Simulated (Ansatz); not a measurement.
## Squeezing Si (bcc type)

```xyz
1
Lattice="-1.5412 1.5412 1.5412 1.5412 -1.5412 1.5412 1.5412 1.5412 -1.5412" Properties=species:S:1:pos:R:3 pbc="T T T"
Si    0.0000    0.0000    0.0000
```

The cell comes from a relaxation on PAW files under the same functional, begun from a prototype that needn't be the stable phase.

Its volume is scaled at fixed shape and fractional positions.

Computed with Ansatz 0.2.0; functional PBE, scalar-relativistic. Settings: a Γ-centred 17×17×17 k mesh, Fermi–Dirac smearing of 0.05 eV, no spin polarisation. Methods: LAPW: all electrons, basis error target 1 meV/atom; PAW: frozen-core files, cutoff 420 eV; crystal datasets: all electrons, by PAW datasets that the program makes for each cell; norm-conserving: pseudopotentials, cutoff 490 eV; PAW (partial waves polarizable): frozen-core files, cutoff 420 eV.

Energies are extrapolated to zero smearing and count from the unscaled cell; pressure is positive in compression; gaps take the mesh and a band path. No temperature or zero-point motion is included.

| V/V0 | V (Å³/atom) | P LAPW (GPa) | ΔE LAPW (eV/atom) | P PAW − LAPW (GPa) | ΔE PAW − LAPW (meV/atom) |
| --- | --- | --- | --- | --- | --- |
| 1.00 | 14.64 | 0.01 | 0.000 | -0.04 | 0.0 |
| 0.95 | 13.91 | 5.42 | 0.012 | -0.04 | -0.1 |
| 0.85 | 12.45 | 21.5 | 0.128 | -0.04 | -0.4 |
| 0.75 | 10.98 | 49.4 | 0.440 | -0.03 | -0.6 |
| 0.65 | 9.52 | 99.1 | 1.097 | -0.01 | -0.6 |
| 0.55 | 8.05 | 194.1 | 2.385 | 0.11 | -0.1 |
| 0.45 | 6.59 | 390.1 | 4.946 | 0.30 | 1.8 |
| 0.40 | 5.86 | ? | 7.100 | 0.40 | 3.4 |

Task: Give the missing entry: row "0.40", column "P LAPW (GPa)".

Result: 564.6.

Task: Fit the Vinet equation to the LAPW pressures over the whole range, with residuals weighted by 1/(|P| + 0.03·Pmax).

Result: V0 = 14.67 Å³/atom, B0 = 88.1 GPa and B0′ = 4.72, and the fit misses no point by more than 5 GPa. A fit over so wide a range pins B0 less well than one near rest.

Task: At the smallest volume, how far do crystal datasets and norm-conserving and PAW (partial waves polarizable) lie from LAPW in pressure?

Result: crystal datasets: -0.01 GPa; norm-conserving: -2.86 GPa; PAW (partial waves polarizable): +0.40 GPa, on a LAPW pressure of 564.6 GPa.
